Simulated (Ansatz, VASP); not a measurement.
**Cs: VASP beside Ansatz**

```
Cs
1.0
     5.05604    0.00000    0.00000
     0.00000    5.05604    0.00000
     0.00000    0.00000    5.05604
Cs
1
Direct
  0.00000 0.00000 0.00000
```

Alike in both runs: task single point; functional BLYP; k mesh 7 × 7 × 7; occupations fermi-dirac, width 0.1 eV; no spin polarisation.

```csv
,VASP,Ansatz
version,VASP 6.6.1,Ansatz 0.2.0
potentials or method,"VASP PAW PBE potentials, release 64 (Cs_sv)","plane waves (420 eV) with PAW, scalar-relativistic"
plane-wave cutoff (eV),520,420
valence electrons in the cell,9,9
```

```csv
,VASP,Ansatz,Ansatz less VASP
pressure (GPa),0.2,0.2,0.00
```

Caveats: the PAW data sets were made with another functional, which shifts forces and pressure a little (VASP). The runs have no spin-orbit coupling, so splittings on Cs are missing.
